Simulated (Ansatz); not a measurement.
**Tetragonal deformation path in Mo**

These are results of Ansatz, DFT r2SCAN, scalar-relativistic, plane waves, PAW, not measurements. The runs took a 500 eV cutoff, a Γ-centred 22×22×22 mesh and Gaussian smearing (0.15 eV). No spin polarisation. Energies are free energies at this smearing, counted from the undisturbed cell; pressure is positive in compression.

Reference structure (as given, not relaxed at this level; it stands at -7.4 GPa; this fcc form isn't the usual structure):

```xyz
1
Lattice="0.0000 2.0150 2.0150 2.0150 0.0000 2.0150 2.0150 2.0150 0.0000" Properties=species:S:1:pos:R:3 pbc="T T T"
Mo    0.0000    0.0000    0.0000
```

At fixed volume and fractional coordinates, lengths along (0.000, 0.000, 1.000) are scaled against those across it; ρ is that ratio over its starting value. The cell is metallic on the mesh throughout. At ρ = 0.707 the cell becomes cubic (Im-3m), and there the slope of the energy vanishes by symmetry.

```
    ρ  ΔE (meV/atom) pressure (GPa)
0.707         -467.3           -11.1
0.780         -376.9           -10.1
0.850              ?               ?
0.920          -59.5            -7.2
1.000            0.0            -7.4
1.100          -54.2            -7.0
1.200              ?               ?
1.300         -132.0            -4.9
1.414          -20.6            -1.0
```

All sampled points lie below the start, which is a maximum along this line.

Question: Give the withheld values.

Answer: ΔE (meV/atom) at ρ = 0.850: -200.2; pressure (GPa) at ρ = 0.850: -8.0; ΔE (meV/atom) at ρ = 1.200: -119.8; pressure (GPa) at ρ = 1.200: -6.3.